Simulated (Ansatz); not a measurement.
# BeS: the cell at several levels of theory

Cell and atoms of BeS (rocksalt) are relaxed in turn with PBE, r2SCAN, PBEsol, LDA and HSE06. This is a trial cell built on a prototype, not taken from a measured structure, and it needn't be the compound's ground state.

The runs shown are made with Ansatz 0.2.0. PAW datasets, plane waves, zero pressure. Note: simulated data, non-magnetic, for a generated structure that need not be the stable one.

**1. The structure to begin with**

This is the cell as the run starts from it, not yet at rest; its lengths are not the crystal's.

Space group Fm-3m (No. 225), cubic; conventional cell a = 4.107 Å, 8.66 Å³ an atom. Near Be stand 6 S at 2.05 Å; near S stand 6 Be at 2.05 Å.

The structure in full:

Space group Fm-3m (No. 225). a = 4.107 Å, b = 4.107 Å, c = 4.107 Å, α = 90.00°, β = 90.00°, γ = 90.00°
```json
{"atom": "Be", "site": "4a", "symmetry": "m-3m", "x": "0.0000", "y": "0.0000", "z": "0.0000"}
{"atom": "S", "site": "4b", "symmetry": "m-3m", "x": "0.5000", "y": "0.0000", "z": "0.0000"}
```

**2. PBE: cell and atoms**

input.yaml reads:

```yaml
crystal:
  lattice:
    - [0.0, 2.053437, 2.053437]
    - [2.053437, 0.0, 2.053437]
    - [2.053437, 2.053437, 0.0]
  atoms:
    - { symbol: Be, position: [0.0, 0.0, 0.0] }
    - { symbol: S, position: [0.5, 0.5, 0.5] }
kpoints:
  mp_grid: { grid: [10, 10, 10] }
hamiltonian:
  xc: pbe
scf:
  occupations: { method: fermi_dirac, width: 0.02 }
relax:
  f_tol: 0.005
  cell: {}
output:
  write_density: true
  write_potential: true
  elf: true
  volumetric_format: npy
```

The run is started by

```
$ ansatz run input.yaml --threads 2 --pin off --max-ram 2211MiB --backend cpu --events-out ev --progress --plain --runs-dir out
```

After this run come: Relaxation with r2SCAN; Relaxing with PBEsol; Relaxing with LDA; Relaxation with HSE06.

Q: Predict the outcome of this session. Wanted: for each run, a; volume; space group; SCF geometries.

As calculated:

```
 level  a (Å)  volume (Å³/atom)  space group  SCF geometries
   PBE  4.629            12.400        Fm-3m               8
r2SCAN  4.635            12.444        Fm-3m               4
PBEsol  4.590            12.089        Fm-3m               4
   LDA  4.556            11.824        Fm-3m               5
 HSE06  4.610            12.250        Fm-3m               4
```

What this shows: The first relaxation changed the volume by +43.2 % from the start. The volume runs from LDA (least) to r2SCAN (most), a spread of 5.2 %, or 1.7 % in length if all axes shared it alike. LDA's volume lies 4.6 % below PBE's. The meshes differ: PBE 10×10×10, r2SCAN 8×8×8, PBEsol 8×8×8, LDA 8×8×8, HSE06 6×6×6.
